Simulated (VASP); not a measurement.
# W (Fm-3m) in VASP: notebook

The runs below take W through single point, with PBE.

Program: VASP 6.6.1. These are calculated values, not measurements. Logs are shortened: lines on timing, memory, paths and dates and some standing lists are left out, and cuts for length are marked.

### 1 The structure

The structure is cubic, space group Fm-3m (No. 225). The conventional cell has a = 4.060 Å, b = 4.060 Å, c = 4.060 Å, α = 90.00°, β = 90.00°, γ = 90.00°. W (site symmetry m-3m) has 12 W at 2.87 Å as nearest neighbours.

This isn't the form of W at room conditions, which is bcc.

### 2 Single point, PBE (volume scaled by 1.06)

File INCAR:

```
SYSTEM = W
  PREC = Accurate
  ENCUT = 520
  EDIFF = 1E-7
  ISMEAR = -1
  SIGMA = 0.05
  LREAL = .False.
  LASPH = .True.
  NELM = 80
  ALGO = Normal
  ISIF = 2
  LWAVE = .False.
  LCHARG = .False.
  GGA = PE
  NBANDS = 13
```

File KPOINTS:

```
Automatic mesh
0
Gamma
  11 11 11
  0 0 0
```

File POSCAR:

```
W
1.0
    0.0000000000      2.0698140295      2.0698140295
    2.0698140295      0.0000000000      2.0698140295
    2.0698140295      2.0698140295      0.0000000000
W
1
Direct
    0.0000000000      0.0000000000      0.0000000000
```

Potentials or basis: VASP PAW PBE potentials, release 64 (W_sv).

Run with:

```
$ cat potpaw_PBE.64/W_sv/POTCAR > POTCAR
$ mpirun -np 1 vasp_std > vasp.out
```

OUTCAR:

```text
SYSTEM = W
   PREC = Accurate
   ENCUT = 520
   EDIFF = 1E-7
   ISMEAR = -1
   LREAL = .False.
   LASPH = .True.
   NELM = 80
   ISIF = 2
   GGA = PE

 ion  position               nearest neighbor table
   1  0.000  0.000  0.000-

  LATTYP: Found a face centered cubic cell.
 ALAT       =     4.1396280590

  Lattice vectors:

 A1 = (   0.0000000000,   2.0698140295,   2.0698140295)
 A2 = (   2.0698140295,   0.0000000000,   2.0698140295)
 A3 = (   2.0698140295,   2.0698140295,   0.0000000000)

Analysis of symmetry for initial positions (statically):
=====================================================================
 Subroutine PRICEL returns:
 Original cell was already a primitive cell.

 Routine SETGRP: Setting up the symmetry group for a
 face centered cubic supercell.

 Subroutine GETGRP returns: Found 48 space group operations
 (whereof 48 operations were pure point group operations)
 out of a pool of 48 trial point group operations.

The static configuration has the point symmetry O_h .

Analysis of symmetry for dynamics (positions and initial velocities):
=====================================================================
 Subroutine PRICEL returns:
 Original cell was already a primitive cell.

 Routine SETGRP: Setting up the symmetry group for a
 face centered cubic supercell.

 Subroutine GETGRP returns: Found 48 space group operations
 (whereof 48 operations were pure point group operations)
 out of a pool of 48 trial point group operations.

The dynamic configuration has the point symmetry O_h .

 Subroutine INISYM returns: Found 48 space group operations
 (whereof 48 operations are pure point group operations),
 and found     1 'primitive' translations

----------------------------------------------------------------------------------------

                                     Primitive cell

  volume of cell :      17.7347

  direct lattice vectors                    reciprocal lattice vectors
     0.000000000  2.069814029  2.069814029    -0.241567596  0.241567596  0.241567596
     2.069814029  0.000000000  2.069814029     0.241567596 -0.241567596  0.241567596
     2.069814029  2.069814029  0.000000000     0.241567596  0.241567596 -0.241567596

  length of vectors
     2.927159072  2.927159072  2.927159072     0.418407350  0.418407350  0.418407350

  position of ions in fractional coordinates (direct lattice)
     0.000000000  0.000000000  0.000000000

  ion indices of the primitive-cell ions
   primitive index   ion index
                 1           1

----------------------------------------------------------------------------------------

 KPOINTS: Automatic mesh

Automatic generation of k-mesh.
 Grid dimensions read from file:
 generate k-points for:   11   11   11

 Generating k-lattice:

  Cartesian coordinates                     Fractional coordinates (reciprocal lattice)
    -0.021960691  0.021960691  0.021960691     0.090909091  0.000000000  0.000000000
     0.021960691 -0.021960691  0.021960691     0.000000000  0.090909091  0.000000000
     0.021960691  0.021960691 -0.021960691     0.000000000  0.000000000  0.090909091

  Length of vectors
     0.038037032  0.038037032  0.038037032

  Shift w.r.t. Gamma in fractional coordinates (k-lattice)
     0.000000000  0.000000000  0.000000000

 Subroutine IBZKPT returns following result:
 ===========================================

 Found     56 irreducible k-points:

 Following reciprocal coordinates:
            Coordinates               Weight
  0.000000  0.000000  0.000000      1.000000
  0.090909  0.000000  0.000000      8.000000
  0.181818  0.000000  0.000000      8.000000
  0.272727  0.000000  0.000000      8.000000
  0.363636  0.000000  0.000000      8.000000
  0.454545  0.000000  0.000000      8.000000
[... 16 lines left out ...]
 -0.272727  0.181818  0.000000     24.000000
 -0.181818  0.181818  0.000000     12.000000
 [... further k-points ...]
   k-points           NKPTS =     56   k-points in BZ     NKDIM =     56   number of bands    NBANDS=     13
   number of dos      NEDOS =    301   number of ions     NIONS =      1
   total plane-waves  NPLWV =  13824
   dimension x,y,z NGX =    24 NGY =   24 NGZ =   24
   dimension x,y,z NGXF=    48 NGYF=   48 NGZF=   48
   ions per type =               1
   NGX,Y,Z   is equivalent  to a cutoff of  13.63, 13.63, 13.63 a.u.
   NGXF,Y,Z  is equivalent  to a cutoff of  27.26, 27.26, 27.26 a.u.
 SYSTEM =  W
   PREC   = accura    normal or accurate (medium, high low for compatibility)
   ISTART =      0    job   : 0-new  1-cont  2-samecut
   ICHARG =      2    charge: 1-file 2-atom 10-const
   ISPIN  =      1    spin polarized calculation?
   LNONCOLLINEAR =      F non collinear calculations
   LSORBIT =      F    spin-orbit coupling
   LASPH  =      T    aspherical Exc in radial PAW
   ENCUT  =  520.0 eV  38.22 Ry    6.18 a.u.   5.44  5.44  5.44*2*pi/ulx,y,z
   NELM   =     80;   NELMIN=  2; NELMDL= -5     # of ELM steps
   EDIFF  = 0.1E-06   stopping-criterion for ELM
   LREAL  =      F    real-space projection
   EDIFFG = 0.1E-05   stopping-criterion for IOM
   NSW    =      0    number of steps for IOM
   IBRION =     -1    ionic relax: 0-MD 1-quasi-New 2-CG
   NFREE  =      0    steps in history (QN), initial steepest desc. (CG)
   ISIF   =      2    stress and relaxation
   ISYM   =      2    0-nonsym 1-usesym 2-fastsym
   POTIM  = 0.5000    time-step for ionic-motion
   TEBEG  =    0.0;   TEEND  =   0.0 temperature during run
   PSTRESS=    0.0 pullay stress
   NELECT =      14.0000    total number of electrons
   NUPDOWN=      -1.0000    fix difference up-down
   EMIN   =  10.00;   EMAX   =-10.00  energy-range for DOS
   EFERMI =   0.00;   METHOD = LEGACY
   ISMEAR =    -1;   SIGMA  =   0.05  broadening in eV -4-tet -1-fermi 0-gaus
   EFERMI_NEDOS =   21; number of points for ismear=-14 and -15
   IALGO  =     38    algorithm
   IMIX   =      4    mixing-type and parameters
     AMIX     =   0.40;   BMIX     =  1.00
     AMIX_MAG =   1.60;   BMIX_MAG =  1.00
  volume/ion in A,a.u.               =      17.73       119.68
  Fermi-wavevector in a.u.,A,eV,Ry     =   1.513014  2.859181 31.146598  2.289210
  Thomas-Fermi vector in A             =   2.622861
   LORBIT       =      0    0 simple, 1 ext, 2 COOP (PROOUT), +10 PAW based schemes
   GGA     = PE    functional components
   LHFCALC =     F    Hartree Fock is set to
   AEXX    =    0.0000 exact exchange contribution
   IVDW    =     0    specifies the selected vdW correction
   LEPSILON=     F    determine dielectric tensor
   LRPA    =     F    only Hartree local field effects (RPA)
 non-spin polarized calculation
  energy-cutoff  :      520.00
  volume of cell :       17.73
 maximum number of plane-waves:       531
 NGX is ok and might be reduce to    24
   NGX = 11   NGY = 11   NGZ = 11

 number of electron      13.9999998 magnetization

 Free energy of the ion-electron system (eV)
  ---------------------------------------------------
  ext. energy  EPLUGINS =         0.00000000
  ---------------------------------------------------
  free energy    TOTEN  =       -12.40826300 eV

  energy without entropy =      -12.39775852  energy(sigma->0) =      -12.40301076

 E-fermi :   9.4882     XC(G=0): -13.0067

 val. band max:        9.4646155859   @ k =  -0.2727   0.0909   0.0000
 cond. band min:       9.5080600236   @ k =   0.1818   0.0909   0.0000
 fundamental gap:      0.0434444376
 Fermi energy:         9.4882350866

 k-point     1 :       0.0000    0.0000    0.0000
  band No.  band energies     occupation
      1     -64.3638      2.00000
      2     -28.0804      2.00000
      3     -28.0804      2.00000
      4     -28.0804      2.00000
      5       0.8737      2.00000
      6       8.9875      1.99991
      7       8.9875      1.99991
      8       8.9875      1.99991
      9      11.7815      0.00000
     10      11.7815      0.00000
     11      22.1347      0.00000
     12      26.9768      0.00000
     13      26.9768      0.00000

 k-point     2 :       0.0909    0.0000    0.0000
  band No.  band energies     occupation
      1     -64.3579      2.00000
      2     -28.1538      2.00000
      3     -28.0901      2.00000
      4     -28.0901      2.00000
      5       1.2017      2.00000
      6       8.7480      2.00000
      7       9.1346      1.99831
      8       9.1346      1.99831
      9      11.6605      0.00000
     10      11.6605      0.00000
     11      22.7721      0.00000
     12      25.6707      0.00000
     13      27.5836      0.00000

 k-point     3 :       0.1818    0.0000    0.0000
  band No.  band energies     occupation
      1     -64.3421      2.00000
      2     -28.3473      2.00000
      3     -28.1158      2.00000
      4     -28.1158      2.00000
      5       2.0961      2.00000
      6       8.2614      2.00000
      7       9.3952      1.73073
      8       9.3952      1.73073
      9      11.5679      0.00000
     10      11.5679      0.00000
     11      23.3752      0.00000
     12      24.6871      0.00000
     13      29.2590      0.00000
[... 305 lines left out ...]
 k-point    23 :      -0.2727    0.1818    0.0000
  band No.  band energies     occupation
      1     -64.2969      2.00000
      2     -28.7146      2.00000
      3     -28.3655      2.00000
      4     -28.1799      2.00000
      5       4.9035      2.00000
      6       7.6679      2.00000
      7       8.2818      2.00000
      8       9.9485      0.00020
      9      11.5150      0.00000
     10      14.7713      0.00000
     11      21.4584      0.00000
     12      25.0532      0.00000
     13      25.9343      0.00000

 k-point    24 :      -0.1818    0.1818    0.0000
  band No.  band energies     occupation
      1     -64.3144      2.00000
      2     -28.5705      2.00000
      3     -28.2875      2.00000
      4     -28.1411      2.00000
      5       3.8260      2.00000
      6       7.5819      2.00000
      7       8.9184      1.99998
      8      10.3667      0.00000
      9      10.4171      0.00000
     10      13.5167      0.00000
     11      23.0557      0.00000
     12      26.4764      0.00000
     13      27.2185      0.00000

 [... further k-points ...]

------------------------ aborting loop because EDIFF is reached ----------------------------------------

  FORCE on cell =-STRESS in cart. coord.  units (eV):
  Direction    XX          YY          ZZ          XY          YZ          ZX
  --------------------------------------------------------------------------------------
  -------------------------------------------------------------------------------------
  Total       -2.0317246     -2.0317246     -2.0317246      0.0000000      0.0000000     -0.0000000
  in kB     -183.5487566   -183.5487566   -183.5487566      0.0000000      0.0000000     -0.0000000
  external PRESSURE =    -183.5487566 kB  Pullay stress =       0.0000000 kB

 VOLUME and BASIS-vectors are now :
 -----------------------------------------------------------------------------
  energy-cutoff  :      520.00
  volume of cell :       17.73
      direct lattice vectors                 reciprocal lattice vectors
     0.000000000  2.069814029  2.069814029    -0.241567596  0.241567596  0.241567596
     2.069814029  0.000000000  2.069814029     0.241567596 -0.241567596  0.241567596
     2.069814029  2.069814029  0.000000000     0.241567596  0.241567596 -0.241567596

 POSITION                                       TOTAL-FORCE (eV/Angst)
 -----------------------------------------------------------------------------------
      0.00000      0.00000      0.00000         0.000000      0.000000      0.000000
 -----------------------------------------------------------------------------------
    total drift:                                0.000000     -0.000000     -0.000000

  FREE ENERGIE OF THE ION-ELECTRON SYSTEM (eV)
  ---------------------------------------------------
  free  energy   TOTEN  =       -12.4082629993 eV

  energy  without entropy=      -12.3977585199  energy(sigma->0) =      -12.40301076
```

Wall time 12 s (1 thread of AMD EPYC 9R14 (Zen 4), shared host); peak memory 0.11 GiB.

Results:

* Free energy: -12.4083 eV
* Pressure: -18.4 GPa
* Band gap on the k mesh: none (metal or under the smearing width)

Caveat: so large a pressure means that the cell lies far from this level's equilibrium, or that cutoff or potentials fall short.

### 3 Single point, PBE

File INCAR:

```
SYSTEM = W
ALGO = Normal
EDIFF = 1E-6
ENCUT = 520
GGA = PE
ISIF = 2
ISMEAR = -1
LASPH = .TRUE.
LCHARG = .TRUE.
LELF = .TRUE.
LREAL = .FALSE.
LVHAR = .TRUE.
LWAVE = .FALSE.
NBANDS = 13
NELM = 80
PREC = Accurate
SIGMA = 0.05
```

File KPOINTS:

```
k-points
0
G
  11 11 11
  0 0 0
```

File POSCAR:

```
W
1.0
    0.0000000000      2.0300000000      2.0300000000
    2.0300000000      0.0000000000      2.0300000000
    2.0300000000      2.0300000000      0.0000000000
W
1
Direct
    0.0000000000      0.0000000000      0.0000000000
```

Potentials or basis: VASP PAW PBE potentials, release 64 (W_sv).

Run with:

```
$ cat potpaw_PBE.64/W_sv/POTCAR > POTCAR
$ mpirun -np 1 vasp_std > vasp.out
```

Wall time 12 s (1 thread of AMD EPYC 9R14 (Zen 4), shared host); peak memory 0.11 GiB.

Results (log left out):

```
Free energy            : -12.4817 eV
Pressure               : -4.5 GPa
Band gap on the k mesh : none (metal or under the smearing width)
```

Levels at points of the mesh, in eV from the Fermi level:
```
           k point  band 5  band 6  band 7  band 8  band 9  band 10
(0.00, 0.00, 0.00)   -8.90   -0.54   -0.54   -0.54    2.50     2.50
```

Spin-orbit coupling is left out, which matters for the levels of W.

### 4 Single point, PBE

File INCAR:

```
SYSTEM = W
PREC = Accurate ; ENCUT = 520
EDIFF = 1E-6 ; ISMEAR = -1
SIGMA = 0.03 ; LREAL = .False.
LASPH = .True. ; NELM = 80
ALGO = Normal ; ISIF = 2
LWAVE = .False. ; LCHARG = .False.
GGA = PE ; NBANDS = 13
```

File KPOINTS:

```
Automatic mesh
0
Gamma
  6 6 6
  0 0 0
```

POSCAR is that of step 3.

Run with:

```
$ cat potpaw_PBE.64/W_sv/POTCAR > POTCAR
$ mpirun -np 1 vasp_std > vasp.out
```

It took 3.8 s on 1 thread of Intel Xeon 6975P-C (Granite Rapids), shared host; peak memory 0.13 GiB.

It converged, with:

```yaml
Free_energy: -12.4103 eV
Pressure: -3.7 GPa
Band_gap_on_the_k_mesh: none (metal or under the smearing width)
```

Levels at points of the mesh, in eV from the Fermi level:
```tsv
k point	band 5	band 6	band 7	band 8	band 9	band 10
(0.00, 0.00, 0.00)	-9.07	-0.71	-0.71	-0.71	2.33	2.33
(0.50, 0.00, 0.00)	-5.68	-0.92	-0.92	0.39	4.74	4.74
(0.50, 0.50, 0.00)	-5.53	-4.58	2.76	4.70	5.44	5.44
```

Caveat: the k mesh is coarse (spacing up to 0.45 Å⁻¹), so the values aren't converged. The run has no spin-orbit coupling, so splittings on W are missing.

### 5 Single point, PBE

File INCAR:

```
PREC = Accurate
ENCUT = 520
EDIFF = 1E-6
ISMEAR = -1
SIGMA = 0.02
LREAL = F
LASPH = T
NELM = 100
ALGO = Fast
ISIF = 2
LWAVE = F
LCHARG = F
GGA = PE
NBANDS = 13
```

File KPOINTS:

```
Automatic mesh
0
Gamma
  4 4 4
```

POSCAR is that of step 4.

Run with:

```
$ cat potpaw_PBE.64/W_sv/POTCAR > POTCAR
$ mpirun -np 1 vasp_std > vasp.out
```

Wall time 3.4 s (1 thread of Intel Xeon Platinum 8488C (Sapphire Rapids), shared host); peak memory 0.13 GiB.

Results (log left out):

```
Free energy            : -12.5387 eV
Pressure               : -4.7 GPa
Band gap on the k mesh : none (metal or under the smearing width)
```

Levels at points of the mesh, in eV from the Fermi level:
| k point | band 4 | band 5 | band 6 | band 7 | band 8 | band 9 | band 10 | band 11 |
| --- | --- | --- | --- | --- | --- | --- | --- | --- |
| (0.00, 0.00, 0.00) | -37.26 | -8.83 | -0.44 | -0.44 | -0.44 | 2.59 | 2.59 | 12.85 |
| (0.50, 0.00, 0.00) | -37.40 | -5.41 | -0.66 | -0.66 | 0.63 | 5.01 | 5.01 | 10.09 |
| (0.50, 0.50, 0.00) | -37.65 | -5.29 | -4.31 | 3.02 | 4.96 | 5.72 | 5.72 | 11.64 |

Caveat: the k mesh is coarse (spacing up to 0.67 Å⁻¹), so the values aren't converged. Spin-orbit coupling is left out, which matters for the levels of W.

### 6 Single point, PBE

File INCAR:

```
SYSTEM = W
ALGO = Normal
EDIFF = 1E-6
ENCUT = 520
GGA = PE
ISIF = 2
ISMEAR = -1
LASPH = .True.
LCHARG = .False.
LREAL = .False.
LWAVE = .False.
NBANDS = 13
NELM = 100
PREC = Accurate
SIGMA = 0.02
```

File KPOINTS:

```
k-points
0
Gamma
  4 4 4
  0 0 0
```

POSCAR is that of step 5.

Potentials or basis: VASP PAW PBE potentials, release 64 (W_sv).

Run with:

```
$ cat potpaw_PBE.64/W_sv/POTCAR > POTCAR
$ mpirun -np 1 vasp_std > vasp.out
```

Run time: 2.3 s. Hardware: 1 thread of Intel Xeon Platinum 8375C at 2.90GHz (Ice Lake), shared host; peak memory 0.13 GiB.

The run converged. Its results:

| Item | Value |
| --- | --- |
| Free energy | -12.5387 eV |
| Pressure | -4.8 GPa |
| Band gap on the k mesh | none (metal or under the smearing width) |

Levels at points of the mesh, in eV from the Fermi level:
```csv
k point,band 5,band 6,band 7,band 8,band 9,band 10
"(0.00, 0.00, 0.00)",-8.83,-0.44,-0.44,-0.44,2.59,2.59
"(0.50, 0.00, 0.00)",-5.41,-0.66,-0.66,0.63,5.01,5.01
"(0.50, 0.50, 0.00)",-5.29,-4.31,3.02,4.97,5.72,5.72
```

Caveat: the k mesh is coarse (spacing up to 0.67 Å⁻¹), so the values aren't converged.

### 7 Summary

```tsv
cell	k mesh	smearing	mesh quality	gap on the mesh (eV)	pressure (GPa)
volume scaled by 1.06	11 × 11 × 11	fermi-dirac 0.05 eV	not flagged	none	-18.4
as given	11 × 11 × 11	fermi-dirac 0.05 eV	not flagged	none	-4.5
as given	6 × 6 × 6	fermi-dirac 0.03 eV	coarse	none	-3.7
as given	4 × 4 × 4	fermi-dirac 0.02 eV	coarse	none	-4.8
```

Alike in all rows: task single point; level PBE; potentials or basis VASP PAW PBE potentials, release 64 (W_sv); no spin polarisation; cutoff (eV) 520.

Caveats: some runs use coarse meshes; so large a pressure means that the cell lies far from this level's equilibrium, or that cutoff or potentials fall short (some runs).

Total energies depend on the potentials used, so only differences within one code and one set of settings carry meaning.
